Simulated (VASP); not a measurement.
Here is a VASP 6.6.1 calculation.

Contents of INCAR:

```
SYSTEM = W
PREC = Accurate ; ENCUT = 600
EDIFF = 1E-6 ; ISMEAR = -1
SIGMA = 0.05 ; LREAL = .False.
LASPH = .True. ; NELM = 60
ALGO = Fast ; ISIF = 2
LWAVE = .False. ; LCHARG = .True.
LDIPOL = .True. ; IDIPOL = 3
DIPOL = 0.5 0.5 0.500 ; GGA = PE
LELF = .True. ; LVHAR = .True.
LVACPOTAV = .True.
```

The input KPOINTS:

```
regular mesh
0
Gamma
  7 7 1
  0 0 0
```

File POSCAR:

```
W
1.0
    2.8708535316      0.0000000000      0.0000000000
    0.0000000000      2.8708535316      0.0000000000
    0.0000000000      0.0000000000     25.1500000000
W
6
Direct
    0.5000000000      0.5000000000      0.2982107356
    0.0000000000      0.0000000000      0.3789264414
    0.5000000000      0.5000000000      0.4596421471
    0.0000000000      0.0000000000      0.5403578529
    0.5000000000      0.5000000000      0.6210735586
    0.0000000000      0.0000000000      0.7017892644
```

Potentials or basis: VASP PAW PBE potentials, release 54 (W).

Launch:

```bash
$ cat potpaw_PBE.54/W/POTCAR > POTCAR
$ mpirun -np 1 vasp_std > vasp.out
```

(1) What does it give for the work function of the upper face?

(2) Predict the work function of the lower face.

Results:

(1) 4.54 eV.

(2) 4.54 eV.
